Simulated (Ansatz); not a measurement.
# Ta: the cost of one run

Program: Ansatz 0.2.0. Level of theory: DFT PBE, scalar-relativistic, plane waves, PAW. These are calculated values, not measurements.

This is Ta in the fcc structure; at room conditions it is bcc.

2 further runs of the same task are left out: 1 that didn't finish, 1 set aside as unsound or not needed.

## 1. The structure to begin with

The structure is cubic, space group Fm-3m (No. 225). Conventional cell: a = 4.223 Å, b = 4.223 Å, c = 4.223 Å, α = 90.00°, β = 90.00°, γ = 90.00°. Around Ta (site symmetry m-3m) lie 12 Ta at 2.99 Å.

Structure file:

```
CELL_PARAMETERS angstrom
0.00000 2.11151 2.11151
2.11151 0.00000 2.11151
2.11151 2.11151 0.00000
ATOMIC_POSITIONS crystal
Ta 0.00000 0.00000 0.00000
```

It is the result of an earlier relaxation at this level (volume 18.83 Å³/atom; gap on the mesh: none (metal)).

## 2. Bands, states and charges

The input, input.yaml:

```yaml
crystal:
  lattice:
    - [0.0, 2.1115096338, 2.1115096338]
    - [2.1115096338, 0.0, 2.1115096338]
    - [2.1115096338, 2.1115096338, 0.0]
  atoms:
    - { symbol: Ta, position: [0.0, 0.0, 0.0] }
basis:
  ecutwfc: 420
kpoints:
  mp_grid: { grid: [18, 18, 18] }
  band_path:
    path:
      - [[0.0, 0.0, 0.0], [0.5, 0.0, 0.5], [0.625, 0.25, 0.625]]
      - [[0.375, 0.375, 0.75], [0.0, 0.0, 0.0], [0.5, 0.5, 0.5], [0.5, 0.25, 0.75], [0.5, 0.0, 0.5]]
    npoints: 14
hamiltonian:
  xc: pbe
scf:
  occupations: { method: gaussian, width: 0.1 }
  n_extra_bands: 6
output:
  forces: true
  stress: true
  eigenvalues: true
  populations: true
  dos: { projected: true, de: 0.02, nscf_kmesh: { grid: [27, 27, 27] } }
  bader: true
```

The run is started by

```
ansatz run input.yaml --threads 1 --pin off --max-ram 2560MiB --backend cpu --events-out ev --progress --plain --runs-dir out
```

What time and memory should one allow on 1 thread of Intel Xeon Platinum 8259CL at 2.50GHz (Skylake/Cascade Lake), shared host?

About 15 s, with a peak of 0.4 GiB.
